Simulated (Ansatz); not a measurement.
BN: band structure with r2SCAN

**The experiment to reproduce.**

From a printed reference work, monograph, for a bulk crystal of BN at 300 K: band gap 6.4 eV (indirect).

Crystal: BN.

```xyz
2
Lattice="0.0000 1.8130 1.8130 1.8130 0.0000 1.8130 1.8130 1.8130 0.0000" Properties=species:S:1:pos:R:3 pbc="T T T"
N     0.9065    0.9065    0.9065
B     0.0000    0.0000    0.0000
```

The cell is a database's computed one.

```
Program                             : Ansatz 0.2.0
Task                                : band structure
Functional                          : r2SCAN
Potentials or basis                 : Ansatz PAW
Cutoff                              : 500 eV (not typed: the program's choice for these potentials)
k mesh                              : 13 × 13 × 13
Occupations                         : fermi-dirac, width 0.05 eV
Spin                                : no spin polarisation
Path                                : [["G", "X", "W", "K", "G", "L", "U", "W", "L", "K"], ["U", "X"]]
Points for each segment of the path : 14
```

```json
{
 "Pressure": "-5.2 GPa",
 "Band gap on the k mesh": "5.06 eV, indirect (least direct gap 9.52 eV)",
 "Band gap along the path": "4.99 eV, indirect (least direct gap 9.52 eV)"
}
```

Levels at the corners of the path, in eV from the valence-band top:
| point | band 1 | band 2 | band 3 | band 4 | band 5 | band 6 | band 7 | band 8 | band 9 |
| --- | --- | --- | --- | --- | --- | --- | --- | --- | --- |
| Γ | -21.18 | 0.00 | 0.00 | 0.00 | 9.52 | 9.52 | 9.52 | 10.86 | 25.90 |
| X | -15.53 | -9.26 | -5.05 | -5.05 | 4.99 | 9.78 | 19.14 | 19.14 | 22.03 |
| W | -15.25 | -7.93 | -7.13 | -6.61 | 10.30 | 14.14 | 15.42 | 15.42 | 20.55 |
| K | -15.47 | -8.46 | -7.82 | -4.19 | 7.49 | 13.60 | 16.88 | 17.76 | 19.76 |
| Γ | -21.18 | 0.00 | 0.00 | 0.00 | 9.52 | 9.52 | 9.52 | 10.86 | 25.90 |
| L | -16.94 | -10.99 | -2.00 | -2.00 | 10.65 | 11.45 | 11.45 | 16.31 | 24.72 |
| U | -15.47 | -8.46 | -7.82 | -4.19 | 7.49 | 13.60 | 16.88 | 17.76 | 19.76 |
| W | -15.25 | -7.93 | -7.13 | -6.61 | 10.30 | 14.14 | 15.42 | 15.42 | 20.55 |
| L | -16.94 | -10.99 | -2.00 | -2.00 | 10.65 | 11.45 | 11.45 | 16.31 | 24.72 |
| K | -15.47 | -8.46 | -7.82 | -4.19 | 7.49 | 13.60 | 16.88 | 17.76 | 19.76 |
| U | -15.47 | -8.46 | -7.82 | -4.19 | 7.49 | 13.60 | 16.88 | 17.76 | 19.76 |
| X | -15.53 | -9.26 | -5.05 | -5.05 | 4.99 | 9.78 | 19.14 | 19.14 | 22.03 |

It took 3.3 s on 2 threads of Intel(R) Xeon(R) Processor @ 2.70GHz (shared host), peak memory 0.34 GiB.

Against the measured gap of BN, 6.4 eV (indirect; 300 K; a printed reference work, monograph), the calculated 4.99 eV is off by -1.41 eV. The value is that of r2SCAN, without temperature or zero-point motion. The cell is a database's relaxed one, not the measured one, which moves gaps too.

Caveat: the k mesh misses the band edges, so the gap on the mesh is wider than the one along the path; the PAW data sets come from PBE, with cores solved anew for the run's functional, which leaves a small shift of forces and pressure.
